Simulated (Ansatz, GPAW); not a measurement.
Ag: 3 runs at one level of theory

```
CELL_PARAMETERS angstrom
0.00000 2.04275 2.04275
2.04275 0.00000 2.04275
2.04275 2.04275 0.00000
ATOMIC_POSITIONS crystal
Ag 0.00000 0.00000 0.00000
```

Alike in all runs: task single point; functional PBE; k mesh 11 × 11 × 11; occupations gaussian, width 0.024 eV; no spin polarisation; no spin-orbit coupling. Pressure is positive in compression and, in plane waves, holds the error of the finite cutoff, which Ansatz's Pulay term estimates and takes out.

| program and potentials | plane-wave cutoff (eV) | notes | pressure (GPa) |
| --- | --- | --- | --- |
| Ansatz, Ansatz PAW | 420 | 19 valence electrons an atom on average; Pulay term of +0.07 GPa included | 4.27 |
| Ansatz, all-electron LAPW, scalar-relativistic | - | - | 4.25 |
| GPAW, GPAW PAW data sets (gpaw-data 1.2.1) | 600 | 17 valence electrons an atom on average | 4.20 |

The pressure spans 4.20 (GPAW, GPAW PAW data sets (gpaw-data 1.2.1)) to 4.27 GPa (Ansatz, Ansatz PAW), with all-electron results at 4.25.

The functional is the same throughout but for its coding, so the spread measures potentials, basis and numerics; runs on potential files found faulty are left out.

All three runs put silver under clear compression at this volume, and the two PAW results bracket the all-electron value of 4.25 GPa. The disagreement between them is small beside the pressure itself, so the compression belongs to PBE rather than to any one potential. The cell is close to the measured room-temperature one, where the real crystal is at essentially zero pressure. PBE is known to underbind silver and to prefer a larger lattice. Its gradient correction weakens the cohesion that has to balance the repulsion between filled 4d shells, and it misses much of the dispersion attraction between these polarisable shells. Lattice vibrations cannot account for the result, since their thermal pressure would add to the static value.

The 17-electron data set leaves 4s in the core while the 19-electron one treats it as valence, which may contribute to the lower GPAW pressure, as may projectors and basis. A single volume gives the direction of the lattice error but, without the compressibility, not its size.
